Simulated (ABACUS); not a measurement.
# CdSe (Fm-3m) in ABACUS: further runs

One crystal, CdSe, is run at these levels: r2SCAN; tasks: equation of state.

All numbers are computed with ABACUS 3.10.1; they aren't measurements. Logs are shortened: lines on timing, memory, paths and dates and some standing lists are left out, and cuts for length are marked.

### Step 1. The crystal as given

It takes space group Fm-3m (No. 225, cubic). The conventional cell has a = 5.748 Å, b = 5.748 Å, c = 5.748 Å, α = 90.00°, β = 90.00°, γ = 90.00°. Cd (site symmetry m-3m) is surrounded by 6 Se at 2.87 Å. Se (site symmetry m-3m) is surrounded by 6 Cd at 2.87 Å.

Measurements of this composition are mostly on another form, of space group No. 186.

### Step 2. Equation of state, r2SCAN, 22.31 Å³/atom (volume scaled by 0.94)

INPUT reads:

```
INPUT_PARAMETERS
suffix              CdSe
calculation         scf
basis_type          pw
pseudo_dir          ./
latname             fcc
symmetry            1
dft_functional      MGGA_X_R2SCAN+MGGA_C_R2SCAN
ecutwfc             103
pseudo_rcut         7
nspin               1
nbands              17
ks_solver           dav
smearing_method     fd
smearing_sigma      0.00367493
scf_thr             1e-08
scf_nmax            100
mixing_type         broyden
mixing_beta         0.7
cal_force           1
cal_stress          1
mixing_tau          1
kpar                4
```

STRU reads:

```
ATOMIC_SPECIES
Cd 112.4140 Cd_ONCV_PBE-1.2.upf
Se 78.9710 Se_ONCV_PBE-1.2.upf

LATTICE_CONSTANT
10.6402516049

ATOMIC_POSITIONS
Direct

Cd
0.0
1
0.0000000000 0.0000000000 0.0000000000 1 1 1

Se
0.0
1
0.5000000000 0.5000000000 0.5000000000 1 1 1
```

KPT reads:

```
K_POINTS
0
Gamma
6 6 6 0 0 0
```

Potentials or basis: SG15 ONCV 1.2 PBE, plane waves.

Launch:

```bash
> OMP_NUM_THREADS=1 mpirun -np 4 abacus > log
```

running log:

```text
ABACUS v3.10.1

               Atomic-orbital Based Ab-initio Computation at UStc

 ------------------------------------------------------------------------------------

 READING GENERAL INFORMATION
                           global_out_dir = OUT.CdSe/
                           global_in_card = INPUT
                               pseudo_dir = ./
                              orbital_dir =
                                    DSIZE = 4
                                    GSIZE = 1

 READING UNITCELL INFORMATION
                                    ntype = 2
                  lattice constant (Bohr) = 10.6403
              lattice constant (Angstrom) = 5.63058

 READING ATOM TYPE 1
                               atom label = Cd
                      L=0, number of zeta = 1
                      L=1, number of zeta = 1
                      L=2, number of zeta = 1
             number of atom for this type = 1

 READING ATOM TYPE 2
                               atom label = Se
                      L=0, number of zeta = 1
                      L=1, number of zeta = 1
                      L=2, number of zeta = 1
             number of atom for this type = 1

                        TOTAL ATOM NUMBER = 2
DIRECT COORDINATES
    atom                   x                   y                   z     mag                  vx                  vy                  vz
taud_Cd1            0.0000000000        0.0000000000        0.0000000000  0.0000        0.0000000000        0.0000000000        0.0000000000
taud_Se1            0.5000000000        0.5000000000        0.5000000000  0.0000        0.0000000000        0.0000000000        0.0000000000

                          Volume (Bohr^3) = 301.159
                             Volume (A^3) = 44.6271

 Lattice vectors: (Cartesian coordinate: in unit of a_0)
                 -0.5                  +0                +0.5
                   +0                +0.5                +0.5
                 -0.5                +0.5                  +0
 Reciprocal vectors: (Cartesian coordinate: in unit of 2 pi/a_0)
                   -1                  -1                  +1
                   +1                  +1                  +1
                   -1                  +1                  -1
 The esolver type has been set to : ksdft_pw

                PAO radial cut off (Bohr) = 7

 Read in pseudopotential file is Cd_ONCV_PBE-1.2.upf
                     pseudopotential type = NC
          exchange-correlation functional = PBE
                 nonlocal core correction = 0
                        valence electrons = 20
                                     lmax = 2
                           number of zeta = 0
[... 5 lines left out ...]
                           L of projector = 2
                           L of projector = 2
 XC functional updated to : MGGA_X_R2SCAN+MGGA_C_R2SCAN
          exchange-correlation functional = MGGA_X_R2SCAN+MGGA_C_R2SCAN
                PAO radial cut off (Bohr) = 7

 Read in pseudopotential file is Se_ONCV_PBE-1.2.upf
                     pseudopotential type = NC
          exchange-correlation functional = PBE
                 nonlocal core correction = 0
                        valence electrons = 6
                                     lmax = 2
                           number of zeta = 0
[... 5 lines left out ...]
                           L of projector = 2
                           L of projector = 2
 XC functional updated to : MGGA_X_R2SCAN+MGGA_C_R2SCAN
          exchange-correlation functional = MGGA_X_R2SCAN+MGGA_C_R2SCAN
     initial pseudo atomic orbital number = 0

 SETUP THE ELECTRONS NUMBER
            electron number of element Cd = 20
      total electron number of element Cd = 20
            electron number of element Se = 6
      total electron number of element Se = 6
            AUTOSET number of electrons:  = 26
                           occupied bands = 13
                                   NBANDS = 17
                                   NLOCAL = 18

%%%%%%%%%%%%%%%%%%%%%%%%%%%%%%%%%%%%%%%%%%%%%%%%%%%%%%%%%%%%%%%%%%%%%%%%%%%%%%%%%%%%%%%%%%%%%%%%%%%%%%%%%%
 Warning: the number of valence electrons in pseudopotential > 12 for Cd: [Kr] 4d10 5s2
 Pseudopotentials with additional electrons can yield (more) accurate outcomes, but may be less efficient.
 If you're confident that your chosen pseudopotential is appropriate, you can safely ignore this warning.
%%%%%%%%%%%%%%%%%%%%%%%%%%%%%%%%%%%%%%%%%%%%%%%%%%%%%%%%%%%%%%%%%%%%%%%%%%%%%%%%%%%%%%%%%%%%%%%%%%%%%%%%%%

 SETUP THE PLANE WAVE BASIS
 energy cutoff for charge/potential (unit:Ry) = 412
            fft grid for charge/potential = [ 50, 50, 50 ]
                        fft grid division = [ 1, 1, 1 ]
        big fft grid for charge/potential = [ 50, 50, 50 ]
                                     nbxx = 125000
                                     nrxx = 125000

 SETUP PLANE WAVES FOR CHARGE/POTENTIAL
                    number of plane waves = 42615
                         number of sticks = 1615

 PARALLEL PW FOR CHARGE/POTENTIAL
     PROC   COLUMNS(POT)             PW
[... 32 lines left out ...]
                                    ibrav = 3
                                    IBRAV = 3
                                  BRAVAIS = FACE CENTERED CUBIC
                       LATTICE CONSTANT A = 1
Original cell was already a primitive cell.
                        ROTATION MATRICES = 48
              PURE POINT GROUP OPERATIONS = 48
                   SPACE GROUP OPERATIONS = 48
                              POINT GROUP = O_h
               POINT GROUP IN SPACE GROUP = O_h

 SETUP K-POINTS
                                    nspin = 1
                   Input type of k points = Monkhorst-Pack(Gamma)
                                   nkstot = 216
                       right hand lattice = 1
(for reciprocal lattice: )
                             BRAVAIS TYPE = 2
                     BRAVAIS LATTICE NAME = 02. Cubic I (body-centered)
                                    ibrav = 2
                       right hand lattice = 1
(for k-lattice: )
                             BRAVAIS TYPE = 2
                     BRAVAIS LATTICE NAME = 02. Cubic I (body-centered)
                                    ibrav = 2
                       right hand lattice = 1
                        ROTATION MATRICES = 48
                               nkstot_ibz = 16
K-POINTS REDUCTION ACCORDING TO SYMMETRY
     IBZ    DIRECT_X    DIRECT_Y    DIRECT_Z  WEIGHT  ibz2bz
       1  0.00000000  0.00000000  0.00000000  0.0046       0
       2  0.16666667  0.16666667  0.16666667  0.0370       1
       3  0.33333333  0.33333333  0.33333333  0.0370       2
       4  0.50000000  0.50000000  0.50000000  0.0185       3
       5  0.16666667  0.16666667  0.00000000  0.0278       7
       6  0.33333333  0.33333333  0.16666667  0.1111       8
[... 8 lines left out ...]
      15  0.50000000  0.33333333 -0.33333333  0.1111      52
      16  0.50000000  0.33333333 -0.16666667  0.0556      58

                               nkstot now = 16
[... K-POINTS DIRECT COORDINATES: 16 rows ...]

           k-point number in this process = 4
       minimum distributed K point number = 4
[... stars of the k points ...]

[... K-POINTS CARTESIAN COORDINATES: 4 rows ...]

[... K-POINTS DIRECT COORDINATES: 4 rows ...]

 SETUP PLANE WAVES FOR WAVE FUNCTIONS
     energy cutoff for wavefunc (unit:Ry) = 103
              fft grid for wave functions = [ 50, 50, 50 ]
                    number of plane waves = 6183
                         number of sticks = 439

 PARALLEL PW FOR WAVE FUNCTIONS
     PROC   COLUMNS(POT)             PW
        1            439           6183
 --------------- sum -------------------
        1            439           6183

 SETUP NONLOCAL PSEUDOPOTENTIALS IN PLANE WAVE BASIS
 Cd non-local projectors:
 projector 1 L=0
 projector 2 L=0
 projector 3 L=1
 projector 4 L=1
 projector 5 L=2
 projector 6 L=2
 Se non-local projectors:
 projector 1 L=0
 projector 2 L=0
 projector 3 L=1
 projector 4 L=1
 projector 5 L=2
 projector 6 L=2
      TOTAL NUMBER OF NONLOCAL PROJECTORS = 36

 Init Non-Local PseudoPotential table :
 Init Non-Local-Pseudopotential done.

                                     npwx = 5342

 -------------------------------------------
 SELF-CONSISTENT
 -------------------------------------------
                                 init_chg = atomic

 PW ALGORITHM --------------- ION=   1  ELEC=   1--------------------------------

 Notice: Threshold on eigenvalues was too large.
 hsover_error=0.26 > DRHO=0.098359
 Origin diag ethr = 0.01
 New diag ethr = 0.000378304

 Density error is 0.0874482615886
                          Error Threshold = 0.000378303761678
----------------------------------------------------------
     Energy           Rydberg                 eV
----------------------------------------------------------
 E_KohnSham     -329.7833572602      -4486.9327643085
 E_Harris       -333.0468543432      -4531.3349200432
 E_Fermi        0.7410092953         10.0819486869
----------------------------------------------------------
[... 63 lines left out ...]
 Density error is 6.22045679155e-09
                          Error Threshold = 1.38806632603e-09
----------------------------------------------------------
     Energy           Rydberg                 eV
----------------------------------------------------------
 E_KohnSham     -329.8541295348      -4487.8956705028
 E_KS(sigma->0) -329.8539595556      -4487.8933578180
 E_Harris       -329.8533838580      -4487.8855250504
 E_band         -33.2013038747       -451.7269137248
 E_one_elec     -181.4774693667      -2469.1276420070
 E_Hartree      96.0722168381        1307.1295684897
 E_xc           -31.9971927924       -435.3441419813
 E_Ewald        -212.4513442555      -2890.5488296347
 E_entropy(-TS) -0.0003399583        -0.0046253696
 E_descf        0.0000000000         0.0000000000
 E_exx          0.0000000000         0.0000000000
 E_Fermi        0.7733788651         10.5223592781
----------------------------------------------------------

 charge density convergence is achieved
 final etot is -4487.8956705 eV
 EFERMI = 10.522359278 eV

 STATE ENERGY(eV) AND OCCUPATIONS    NSPIN == 1
 1/4 kpoint (Cartesian) = 0.0000 0.0000 0.0000 (5209 pws)
       1       -94.6068     0.00925926
       2       -54.5997     0.00925926
       3       -54.5997     0.00925926
       4       -54.5997     0.00925926
       5       -3.32129     0.00925926
       6        2.14251     0.00925926
[... 9 lines left out ...]
      16        19.7063    1.57028e-82
[... 45 lines left out ...]
       5       -2.24954      0.0370370
       6        1.86553      0.0370370
[... 9 lines left out ...]
      16        16.2550    5.96355e-52
      17        17.2999    5.01069e-61

------------------------------------------------------------------------------------------
 TOTAL-FORCE (eV/Angstrom)
------------------------------------------------------------------------------------------
                       Cd1         0.0000000000         0.0000000000         0.0000000000
                       Se1         0.0000000000         0.0000000000         0.0000000000
------------------------------------------------------------------------------------------

----------------------------------------------------------------
 TOTAL-STRESS (KBAR)
----------------------------------------------------------------
        21.7384569849         0.0000000000         0.0000000000
         0.0000000000        21.7384569849        -0.0000000000
         0.0000000000         0.0000000000        21.7384569849
----------------------------------------------------------------
 TOTAL-PRESSURE: 21.738457 KBAR

 --------------------------------------------
 !FINAL_ETOT_IS -4487.8956705028422220 eV
 --------------------------------------------
```

Run time: 40 s. Hardware: 4 MPI ranks of Intel Xeon Platinum 8488C (Sapphire Rapids), shared host; peak memory 0.48 GiB.

Results:

| Property | Result |
| --- | --- |
| Free energy | -4487.8957 eV |
| Pressure | 2.2 GPa |
| Band gap on the k mesh | none (metal or under the smearing width) |

Caveat: the potentials were made for another functional, which shifts forces and pressure.

### Step 3. Equation of state, r2SCAN, 23.26 Å³/atom (volume scaled by 0.98)

INPUT is that of step 2.

STRU: that of step 2 with these lines changed.

```diff
@@ -5,3 +5,3 @@
 LATTICE_CONSTANT
-10.6402516049
+10.7890855890
```

KPT is that of step 2.

Potentials or basis: SG15 ONCV 1.2 PBE, plane waves.

Launch:

```bash
> OMP_NUM_THREADS=1 mpirun -np 4 abacus > log
```

Run time: 35 s. Hardware: 4 MPI ranks of Intel Xeon Platinum 8488C (Sapphire Rapids), shared host; peak memory 0.48 GiB.

It converged, with:

* Free energy: -4487.9026 eV
* Pressure: -0.9 GPa
* Band gap on the k mesh: none (metal or under the smearing width)

Caveat: the potentials were made for another functional, which shifts forces and pressure.

### Step 4. Equation of state, r2SCAN, 24.21 Å³/atom (volume scaled by 1.02)

INPUT is that of step 3.

STRU: that of step 3 with these lines changed.

```diff
@@ -5,3 +5,3 @@
 LATTICE_CONSTANT
-10.7890855890
+10.9339228126
```

KPT is that of step 3.

Launch:

```bash
> OMP_NUM_THREADS=1 mpirun -np 4 abacus > log
```

Wall time 38 s (4 MPI ranks of Intel Xeon Platinum 8488C (Sapphire Rapids), shared host); peak memory 0.52 GiB.

The run converged. Its results:

```yaml
Free_energy: -4487.8776 eV
Pressure: -3.3 GPa
Band_gap_on_the_k_mesh: none (metal or under the smearing width)
```

Caveat: the potentials were made for another functional, which shifts forces and pressure.

### Step 5. Equation of state, r2SCAN, 25.16 Å³/atom (volume scaled by 1.06)

INPUT is that of step 4.

STRU: that of step 4 with these lines changed.

```diff
@@ -5,3 +5,3 @@
 LATTICE_CONSTANT
-10.9339228126
+11.0750212501
```

KPT is that of step 4.

Launch:

```bash
> OMP_NUM_THREADS=1 mpirun -np 4 abacus > log
```

Wall time 49 s (4 MPI ranks of Intel Xeon Platinum 8488C (Sapphire Rapids), shared host); peak memory 0.56 GiB.

The run converged. Its results:

```
Free energy            : -4487.8400 eV
Pressure               : -5.1 GPa
Band gap on the k mesh : none (metal or under the smearing width)
```

Caveat: the potentials were made for another functional, which shifts forces and pressure.

### Step 6. Equation of state, r2SCAN

Potentials or basis: SG15 ONCV 1.2 PBE, plane waves.

No new run: the results of the series are fitted here.

Results:

| Item | Value |
| --- | --- |
| Equilibrium volume | 22.92 Å³/atom (rough: see the caveat) |
| Bulk modulus | 81 GPa (rough) |

Energy against volume, from the lowest point:
```tsv
volume (Å³/atom)	energy (meV/atom)
22.314	3.47
23.263	0.00
24.213	12.49
25.162	31.32
```

Caveat: the fit is doubtful: noisy points or a state that changes with volume; the potentials were made for another functional, which shifts forces and pressure.
